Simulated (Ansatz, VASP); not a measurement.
Two plane-wave programs on SnO2

```xyz
3
Lattice="1.6047 0.9265 4.3422 -1.6047 0.9265 4.3422 0.0000 -1.8529 4.3422" Properties=species:S:1:pos:R:3 pbc="T T T"
Sn    0.0000    0.0000    6.5132
O     0.0000    0.0000    3.1454
O     0.0000    0.0000    9.8811
```

Alike in both runs: functional r2SCAN; k mesh 6 × 6 × 6; occupations gaussian, width 0.1 eV; no spin polarisation.

Ansatz relaxed the structure, and its values are those at the end. VASP's run is a single point on that final structure, the one shown.

|  | VASP | Ansatz |
| --- | --- | --- |
| version | VASP 6.6.1 | Ansatz 0.2.0 |
| potentials or method | VASP PAW PBE potentials, release 64 (Sn_d, O) | scalar-relativistic, plane waves, PAW |
| plane-wave cutoff (eV) | 520 | 500 |
| valence electrons in the cell | 26 | 26 |

Ansatz gave:

```
gap on the k mesh at the Fermi level (eV) : 2.44
least direct gap on the mesh (eV)         : 2.45
pressure (GPa)                            : 0.1
rms of the force components (eV/Å)        : 0.001
```

Q: Estimate VASP's values.

A: gap on the k mesh at the Fermi level (eV): 2.43; least direct gap on the mesh (eV): 2.45; pressure (GPa): 1.3; rms of the force components (eV/Å): 0.039.

With one functional, cell and mesh, what is left measures potentials, basis and numerics.

Caveats: the PAW data sets were made with another functional, which shifts forces and pressure a little (VASP); spin-orbit coupling is left out, which moves the levels of the heavy elements. r2SCAN opens gaps a little over a GGA but as a rule still falls short of measured ones. A k mesh can miss the band edges.
